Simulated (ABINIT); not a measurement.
Bi:

```
Bi
1.0
    -1.98143    1.98143    1.98143
     1.98143   -1.98143    1.98143
     1.98143    1.98143   -1.98143
Bi
1
Direct
  0.00000 0.00000 0.00000
```

This isn't the form of Bi at room conditions, which is rhombohedral.

Base run:

* Program: ABINIT 10.8.3 (patched build)
* Functional: PBEsol
* Potentials or basis: JTH PAW PBE v2.0
* Cutoff: 707 eV
* k mesh: 9 × 9 × 9
* Occupations: fermi-dirac, width 0.05 eV
* Spin: no spin polarisation

Its results: band gap on the k mesh none (metal or under the smearing width); pressure -2.5 GPa.

Question: After a change of settings the same cell gave: band gap on the k mesh none (metal or under the smearing width); pressure 1.7 GPa. Which change was it?
A. functional from PBEsol to RPBE
B. functional from PBEsol to PW91
C. functional from PBEsol to WC
D. functional from PBEsol to LDA

Answer: A.

RPBE binds less tightly than PBEsol, so the same cell stands under more pressure.

Caveats: the PAW data sets were made with another functional, which shifts forces and pressure a little; spin-orbit coupling is left out, which moves the levels of the heavy elements.

Runs at the PBE level aren't shown here.
